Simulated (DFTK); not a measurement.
# MnO in DFTK: convergence with smearing width

MnO:

```
CELL_PARAMETERS angstrom
3.14508 0.00000 0.00000
1.57254 2.72372 0.00000
1.57254 0.90791 2.56795
ATOMIC_POSITIONS crystal
Mn 0.00000 0.00000 0.00000
O 0.50000 0.50000 0.50000
```

The cell is a database's computed one.

| Property | Result |
| --- | --- |
| Program | DFTK 0.8.2 |
| Task | convergence study |
| Functional | r2SCAN |
| Potentials or basis | SG15 1.2 (PBE) |
| Cutoff | 1225 eV |
| k mesh | 4 × 4 × 4 |
| Occupations | gaussian, width 0.5 eV |
| Spin | collinear spin, ferromagnetic start |
| Starting moments | [4.0, 0.0] μB |

These are the settings of the first run; the series varies smearing width, with any setting tied to it.

Hardware: 1 thread of Intel(R) Xeon(R) Platinum 8488C (Sapphire Rapids), with other jobs on the host.

Question: The values tried are 0.5 eV, 0.3 eV, 0.2 eV, 0.1 eV, 0.05 eV, 0.025 eV, 0.01 eV, loosest first. From which on does the pressure stay within 0.1 GPa of the tightest run that finished?

Answer: From 0.1 eV on.

```
smearing width  energy less the tightest run, at zero smearing (meV/atom)  pressure (GPa)  absolute moment (μB)  gap on the mesh (eV)  SCF cycles
        0.5 eV                                                      -0.14           -0.11                  4.97                 0.000          12
        0.3 eV                                                      -0.19            0.46                  5.00                 0.000          12
        0.2 eV                                                      -0.09            0.57                  5.00                 0.000          12
        0.1 eV                                                       0.11            0.51                  5.00                 0.145          13
       0.05 eV                                                       0.02            0.46                  5.00                 0.144          13
      0.025 eV                                                       0.00            0.45                  5.00                 0.144          12
       0.01 eV                                                       0.00            0.45                  5.00                 0.144          11
```

Against the tightest run, the energy stays within 1 meV/atom from 0.5 eV on; the absolute moment stays within 0.02 μB from 0.3 eV on; the gap on the mesh stays within 0.01 eV from 0.1 eV on. The tightest run that finished is the yardstick and may itself not be fully converged.

Caveat, for the tightest run too: the k mesh is coarse (spacing up to 0.61 Å⁻¹), so the values aren't converged; the potentials were made for another functional, which shifts forces and pressure; a cell with one magnetic atom can't hold antiferromagnetic order, which such compounds often take.
